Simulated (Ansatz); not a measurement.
# CdO (Monteponite) (Fm-3m) in Ansatz: notebook

Runs on CdO (Monteponite). Level: revPBE+D4. Tasks: single point, equation of state.

All numbers are computed with Ansatz 0.2.0; they aren't measurements. Logs are shortened: lines on timing, memory, paths and dates and some standing lists are left out, and cuts for length are marked.

### Step 1. The structure

Symmetry: Fm-3m, No. 225, cubic system. The conventional cell has a = 4.699 Å, b = 4.699 Å, c = 4.699 Å, α = 90.00°, β = 90.00°, γ = 90.00°. Cd (site symmetry m-3m) has 6 O at 2.35 Å as nearest neighbours. Around O (site symmetry m-3m) lie 6 Cd at 2.35 Å.

### Step 2. Single point, revPBE+D4, 12.19 Å³/atom (volume scaled by 0.94)

The input, input.yaml:

```yaml
crystal:
  lattice:
    - [0.0, 2.3015375624, 2.3015375624]
    - [2.3015375624, 0.0, 2.3015375624]
    - [2.3015375624, 2.3015375624, 0.0]
  atoms:
    - { symbol: Cd, position: [0.0, 0.0, 0.0] }
    - { symbol: O, position: [0.5, 0.5, 0.5] }
hamiltonian:
  xc: revpbe
  pseudopotentials: { kind: paw }
  dispersion: d4
kpoints:
  mp_grid: { grid: [10, 10, 10] }
scf:
  occupations: { method: fermi_dirac, width: 0.05 }
output:
  forces: true
  stress: true
  eigenvalues: true
  write_density: true
  write_potential: true
  elf: true
  volumetric_format: npy
```

Potentials or basis: Ansatz PAW.

Run with:

```bash
ansatz run input.yaml --threads 2 --pin off --max-ram 5120MiB --backend cpu --events-out ev --progress --plain --runs-dir out
```

What it wrote:

```text
Warning: RAYON_NUM_THREADS=2 ignored (pool sized by the plan → 2); use --threads N
Engine: ansatz 0.2.0, aarch64-unknown-linux-gnu
Pseudopotentials: kind: paw
Pseudopotential: Cd, paw, valence charge 20, recommended cutoff 420 eV (normal), Cd.paw.azcp
Pseudopotential: O, paw, valence charge 6, recommended cutoff 420 eV (normal), O.paw.azcp
Functional definition: revPBE
  parameter kappa = 1.245
  parameter beta = 0.06672455060314922
  exchange = pbe_x(kappa = kappa, mu = beta*pi^2/3)
  correlation = pbe_c(beta = beta)
Crystal: 2 atoms, lattice volume = 24.383 Å³
Basis set: ecut = 420 eV, 531 PW (Γ), exchange–correlation on 48×48×48 points (8 copies of the dense FFT grid, shifted against one another)
Bands: 17, of which v1, the nominal top of the filled ones, is band 13 counted from 1 (12 counted from 0)
Symmetry: 48 space group operations
Space group: Fm-3m (ITA 225), of the structure as read, at distance tolerance 2.9e-5 Å
k-points: 47 of 1000
Non-local potential: Cd, projectors of the file, l = 0: 3, l = 1: 2, l = 2: 2, l = 3: 1
Non-local potential: O, projectors of the file, l = 0: 2, l = 1: 2, l = 2: 1
PAW form: soft (Blöchl's): semilocal exchange-correlation on the pseudo side does not see the compensation charge
PAW frozen core: Cd, regenerated for the run's functional, and the local potential with it (the file was generated under x = pbe(κ = 0.804, μ = 0.2195149727645171), c = pbe(β = 0.06672455060314922))
PAW frozen core: O, regenerated for the run's functional, and the local potential with it (the file was generated under x = pbe(κ = 0.804, μ = 0.2195149727645171), c = pbe(β = 0.06672455060314922))
PAW one-centre angular grid: Cd, 590 points (default); XC on 64 Gauss nodes
PAW one-centre angular grid: O, 110 points (default); XC on 64 Gauss nodes
Initial density: superposition of atomic densities (neutral atoms: chi_scale 0, normalization atom), corrected by the library's trained network
Initial wavefunctions: pseudopotential atomic-orbital guess
Functional: x = revpbe(κ = 1.245, μ = 0.2195149727645171), c = pbe(β = 0.06672455060314922)
SCF iter   1: F=—  HF=-8829.607698 eV  |F-HF|=—  |Δ(HF+E_count)|=         —  Δρ=5.03e-3  dr2=4.86e-3  ethr=1.77e-3  ⟨swp⟩=5.2  Hψ=3579  notcnv=0
preconditioner: auto → none  [insulator: Δε(μ)=0.772 eV  Ē_g=16.054 eV  σ=0.050 eV  W_gap=0.96  n_scr=14 (ndim 8)  ℏωp=31.9 eV  f_vac=0.000  D(μ)=0.04/eV (n_scr^D=0)  ε∞_Penn≈4.9]
SCF iter   2: F=—  HF=-8829.606833 eV  |F-HF|=—  |Δ(HF+E_count)|=   8.65e-4  Δρ=1.70e-3  dr2=6.66e-4  ethr=1.87e-5  ⟨swp⟩=2.6  Hψ=1787  notcnv=0
SCF iter   3: F=—  HF=-8829.606743 eV  |F-HF|=—  |Δ(HF+E_count)|=   9.05e-5  Δρ=7.04e-4  dr2=9.48e-5  ethr=2.56e-6  ⟨swp⟩=2.3  Hψ=1110  notcnv=0
SCF iter   4: F=—  HF=-8829.606763 eV  |F-HF|=—  |Δ(HF+E_count)|=   2.03e-5  Δρ=1.02e-4  dr2=1.02e-6  ethr=3.65e-7  ⟨swp⟩=2.1  Hψ=984  notcnv=0
iter 5 did not close the SCF: its close was put off for the readings that it lacked (scf_convergence_deferred on its scf_iter line)
SCF iter   5: F=-8829.606764 eV  HF=-8829.606764 eV  |F-HF|=1.21e-8  |Δ(HF+E_count)|=   5.31e-7  Δρ=1.00e-5  dr2=1.46e-8  ethr=3.92e-9  ⟨swp⟩=2.7  Hψ=1232  notcnv=0
SCF iter   6: F=-8829.606764 eV  HF=-8829.606764 eV  |F-HF|=4.73e-11  |Δ(HF+E_count)|=   1.77e-8  Δρ=1.18e-6  dr2=1.78e-10  ethr=5.60e-11  ⟨swp⟩=4.0  Hψ=3959  notcnv=0
SCF 1 converged in 6 iterations: F = -8829.606764 eV  dr2 = 1.78e-10
SCF converged after 6 iterations
Free energy (F): -8829.606764 eV
Harris-Foulkes:  -8829.606764 eV  (|F-HF|=4.73e-11)
Internal energy: -8829.606246 eV  (E = F + TS)
E sigma→0 (E₀):  -8829.606505 eV
Entropy (-TS):   -0.000518 eV (-0.259 meV/atom)
Fermi energy:    14.254992 eV
--- Per-component energies (eV) ---
  E_band       = -319.691168
  E_kinetic    = 682.775073
  E_local      = -2922.499452  (includes V_loc(G=0)·N_el)
  E_nonlocal   = 82.858074
  E_hartree    = 1366.305184
  E_xc         = -251.575547
  E_vxc        = -316.807613  (∫ρ·V_xc dr)
  E_paw        = -4250.346438  (= ΣΔE_a)
  E_vpaw       = -578.630134  (= ΣTr[D̂ρ^β])
  E_aug_tail   = 0.002387  (compensation charges beyond the density's cutoff)
  E_ewald      = -3535.779083
  E_disp       = -1.250489  (pairwise vdW)
  E_core_change = -0.095954  (= ΣΔE_core)
  E_smearing   = -0.000518  (= −TS)
  E_closure    = 0.000000  (closes the sum)
  Σ components = -8829.606764   (vs F -8829.606764, Δ=0.00e0)
--- Forces (eV/Å), atoms counted from 1 ---
  atom   1  Cd    -0.00000000     0.00000000     0.00000000
  atom   2  O      0.00000000    -0.00000000     0.00000000
  max |Σ_I F_I| component: 2.02e-29 eV/Å
--- Stress (GPa, compression-positive) ---
       12.848332       0.000000       0.000000
       -0.000000      12.848332       0.000000
       -0.000000       0.000000      12.848332
  P = ⅓ Tr σ = 12.8483 GPa (128.483 kbar)
--- Band table (eV; the first three rows and the last of 47) ---
  k-point 0: bands = ["-86.3835", "-47.4811", "-47.4811", "-47.4811", "-3.8020", "7.2422", "7.2422", "7.2422", "7.5902", "7.5902", "12.4861", "12.4861", "12.4861", "13.8656", "28.7004", "31.6140", "31.6140"]
  k-point 1: bands = ["-86.3833", "-47.4832", "-47.4814", "-47.4814", "-3.7239", "7.1906", "7.2587", "7.2587", "7.5060", "7.5060", "11.6711", "12.6578", "12.6578", "14.8395", "27.7946", "30.8661", "30.8661"]
  k-point 2: bands = ["-86.3830", "-47.4889", "-47.4822", "-47.4822", "-3.5119", "6.9949", "7.1055", "7.1055", "7.5148", "7.5148", "10.7468", "13.0802", "13.0802", "16.2610", "25.6849", "29.2864", "29.2864"]
  k-point 46: bands = ["-86.3815", "-47.4980", "-47.4942", "-47.4901", "-2.9762", "6.9164", "7.0478", "7.2365", "8.0375", "8.3068", "10.5079", "11.0820", "12.0730", "20.2794", "23.1068", "23.6312", "25.6962"]
```

Run time: 1.3 s. Hardware: 2 threads of Arm Neoverse V1, shared host; peak memory 0.28 GiB.

Results:

```yaml
Free_energy: -8829.6068 eV
Pressure: 12.8 GPa
Band_gap_on_the_k_mesh: none (metal or under the smearing width)
```

Caveat: the pressure holds a Pulay correction of +0.5 GPa for the finite cutoff; pairwise dispersion overbinds metals, which lowers pressure and volume; the PAW data sets come from PBE, with cores solved anew for the run's functional, which leaves a small shift of forces and pressure.

### Step 3. Single point, revPBE+D4, 12.45 Å³/atom (volume scaled by 0.96)

Edit input.yaml of step 2 so:

```diff
@@ -2,5 +2,5 @@
   lattice:
-    - [0.0, 2.3015375624, 2.3015375624]
-    - [2.3015375624, 0.0, 2.3015375624]
-    - [2.3015375624, 2.3015375624, 0.0]
+    - [0.0, 2.3177461075, 2.3177461075]
+    - [2.3177461075, 0.0, 2.3177461075]
+    - [2.3177461075, 2.3177461075, 0.0]
   atoms:
```

Potentials or basis: Ansatz PAW.

Run with:

```bash
ansatz run input.yaml --threads 2 --pin off --max-ram 5120MiB --backend cpu --events-out ev --progress --plain --runs-dir out
```

Wall time 1.2 s (2 threads of Arm Neoverse V1, shared host); peak memory 0.28 GiB.

Results (log left out):

- Free energy: -8829.6421 eV
- Pressure: 9.1 GPa
- Band gap on the k mesh: none (metal or under the smearing width)

Caveat: the pressure holds a Pulay correction of +0.5 GPa for the finite cutoff; pairwise dispersion overbinds metals, which lowers pressure and volume; the PAW data sets come from PBE, with cores solved anew for the run's functional, which leaves a small shift of forces and pressure.

### Step 4. Single point, revPBE+D4, 12.71 Å³/atom (volume scaled by 0.98)

The input, input.yaml:

```yaml
crystal:
  lattice:
    - [0.0, 2.3337310685, 2.3337310685]
    - [2.3337310685, 0.0, 2.3337310685]
    - [2.3337310685, 2.3337310685, 0.0]
  atoms:
    - { symbol: Cd, position: [0.0, 0.0, 0.0] }
    - { symbol: O, position: [0.5, 0.5, 0.5] }
hamiltonian:
  xc: revpbe
  pseudopotentials: { kind: paw }
  dispersion: d4
kpoints:
  mp_grid: { grid: [10, 10, 10] }
scf:
  occupations: { method: fermi_dirac, width: 0.05 }
output:
  forces: true
  stress: true
  eigenvalues: true
```

Run with:

```bash
ansatz run input.yaml --threads 2 --pin off --max-ram 5120MiB --backend cpu --events-out ev --progress --plain --runs-dir out
```

Wall time 0.96 s (2 threads of Arm Neoverse V1, shared host); peak memory 0.28 GiB.

It converged, with:

* Free energy: -8829.6659 eV
* Pressure: 5.7 GPa
* Band gap on the k mesh: none (metal or under the smearing width)

Caveat: the pressure holds a Pulay correction of +0.5 GPa for the finite cutoff; pairwise dispersion overbinds metals, which lowers pressure and volume; the PAW data sets come from PBE, with cores solved anew for the run's functional, which leaves a small shift of forces and pressure.

### Step 5. Single point, revPBE+D4, 12.97 Å³/atom

Edit input.yaml of step 4 so:

```diff
@@ -2,5 +2,5 @@
   lattice:
-    - [0.0, 2.3337310685, 2.3337310685]
-    - [2.3337310685, 0.0, 2.3337310685]
-    - [2.3337310685, 2.3337310685, 0.0]
+    - [0.0, 2.3495, 2.3495]
+    - [2.3495, 0.0, 2.3495]
+    - [2.3495, 2.3495, 0.0]
   atoms:
```

Run with:

```bash
ansatz run input.yaml --threads 2 --pin off --max-ram 5120MiB --backend cpu --events-out ev --progress --plain --runs-dir out
```

Wall time 0.94 s (2 threads of Arm Neoverse V1, shared host); peak memory 0.28 GiB.

Results (log left out):

```
Free energy            : -8829.6793 eV
Pressure               : 2.7 GPa
Band gap on the k mesh : none (metal or under the smearing width)
```

Caveat: the pressure holds a Pulay correction of +0.5 GPa for the finite cutoff; pairwise dispersion overbinds metals, which lowers pressure and volume; the PAW data sets come from PBE, with cores solved anew for the run's functional, which leaves a small shift of forces and pressure.

### Step 6. Single point, revPBE+D4, 13.23 Å³/atom (volume scaled by 1.02)

Edit input.yaml of step 5 so:

```diff
@@ -2,5 +2,5 @@
   lattice:
-    - [0.0, 2.3495, 2.3495]
-    - [2.3495, 0.0, 2.3495]
-    - [2.3495, 2.3495, 0.0]
+    - [0.0, 2.3650600561, 2.3650600561]
+    - [2.3650600561, 0.0, 2.3650600561]
+    - [2.3650600561, 2.3650600561, 0.0]
   atoms:
@@ -20 +20,5 @@
   eigenvalues: true
+  write_density: true
+  write_potential: true
+  elf: true
+  volumetric_format: npy
```

Potentials or basis: Ansatz PAW.

Run with:

```bash
ansatz run input.yaml --threads 2 --pin off --max-ram 5120MiB --backend cpu --events-out ev --progress --plain --runs-dir out
```

It took 1.2 s on 2 threads of Arm Neoverse V1, shared host; peak memory 0.28 GiB.

It converged, with:

```
Free energy            : -8829.6833 eV
Pressure               : -0.1 GPa
Band gap on the k mesh : none (metal or under the smearing width)
```

Caveat: the pressure holds a Pulay correction of +0.5 GPa for the finite cutoff; pairwise dispersion overbinds metals, which lowers pressure and volume; the PAW data sets come from PBE, with cores solved anew for the run's functional, which leaves a small shift of forces and pressure.

### Step 7. Single point, revPBE+D4, 13.49 Å³/atom (volume scaled by 1.04)

Edit input.yaml of step 6 so:

```diff
@@ -2,5 +2,5 @@
   lattice:
-    - [0.0, 2.3650600561, 2.3650600561]
-    - [2.3650600561, 0.0, 2.3650600561]
-    - [2.3650600561, 2.3650600561, 0.0]
+    - [0.0, 2.3804180193, 2.3804180193]
+    - [2.3804180193, 0.0, 2.3804180193]
+    - [2.3804180193, 2.3804180193, 0.0]
   atoms:
```

Run with:

```bash
ansatz run input.yaml --threads 2 --pin off --max-ram 5120MiB --backend cpu --events-out ev --progress --plain --runs-dir out
```

It took 1.2 s on 2 threads of Arm Neoverse V1, shared host; peak memory 0.29 GiB.

It converged, with:

```
Free energy            : -8829.6792 eV
Pressure               : -2.5 GPa
Band gap on the k mesh : none (metal or under the smearing width)
```

Caveat: the pressure holds a Pulay correction of +0.5 GPa for the finite cutoff; pairwise dispersion overbinds metals, which lowers pressure and volume; the PAW data sets come from PBE, with cores solved anew for the run's functional, which leaves a small shift of forces and pressure.

### Step 8. Single point, revPBE+D4, 13.75 Å³/atom (volume scaled by 1.06)

Edit input.yaml of step 7 so:

```diff
@@ -2,5 +2,5 @@
   lattice:
-    - [0.0, 2.3804180193, 2.3804180193]
-    - [2.3804180193, 0.0, 2.3804180193]
-    - [2.3804180193, 2.3804180193, 0.0]
+    - [0.0, 2.3955803263, 2.3955803263]
+    - [2.3955803263, 0.0, 2.3955803263]
+    - [2.3955803263, 2.3955803263, 0.0]
   atoms:
```

Run with:

```bash
ansatz run input.yaml --threads 2 --pin off --max-ram 5120MiB --backend cpu --events-out ev --progress --plain --runs-dir out
```

Run time: 1.2 s. Hardware: 2 threads of Arm Neoverse V1, shared host; peak memory 0.29 GiB.

The run converged. Its results:

| Quantity | Value |
| --- | --- |
| Free energy | -8829.6675 eV |
| Pressure | -4.7 GPa |
| Band gap on the k mesh | none (metal or under the smearing width) |

Caveat: the pressure holds a Pulay correction of +0.4 GPa for the finite cutoff; pairwise dispersion overbinds metals, which lowers pressure and volume; the PAW data sets come from PBE, with cores solved anew for the run's functional, which leaves a small shift of forces and pressure.

### Step 9. Equation of state, revPBE+D4

Potentials or basis: Ansatz PAW.

No new run: the results of the series are fitted here.

What came out:

- Equilibrium volume: 13.22 Å³/atom
- Bulk modulus: 131 GPa
- Pressure derivative of the bulk modulus: 4.6

Energy against volume, from the lowest point:
```
volume (Å³/atom)  energy (meV/atom)
          12.191              38.28
          12.451              20.62
          12.710               8.73
          12.970               2.03
          13.229               0.00
          13.488               2.06
          13.748               7.90
```

Caveat: the potentials were made for another functional, which shifts forces and pressure.
